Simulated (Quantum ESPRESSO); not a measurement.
## Moving the choice of potentials or basis in LiF

It takes space group Fm-3m (No. 225, cubic). The conventional cell has a = 4.028 Å, b = 4.028 Å, c = 4.028 Å, α = 90.00°, β = 90.00°, γ = 90.00°. F (site symmetry m-3m) has 6 Li at 2.01 Å as nearest neighbours. Li (site symmetry m-3m) is surrounded by 6 F at 2.01 Å.

Kept alike: task band structure; functional PBEsol; k mesh 11 × 11 × 11; occupations fermi-dirac, width 0.05 eV; no spin polarisation. Program: Quantum ESPRESSO. Cutoffs run from 612 to 1306 eV. The mesh is that of the run's cell of 2 atoms. No spin-orbit coupling.

| choice of potentials or basis | band gap (eV) |
| --- | --- |
| GBRV 1.5 PBEsol | 8.896 |
| PseudoDojo 0.4 SR PBEsol stringent | 8.941 |
| PseudoDojo 0.4.1 SR PBEsol standard | 8.942 |

Gaps are the smaller of the mesh's and the band path's.

Question: What does the choice of potentials or basis change here?

Answer: The band gap runs from 8.896 (GBRV 1.5 PBEsol) to 8.942 eV (PseudoDojo 0.4.1 SR PBEsol standard).
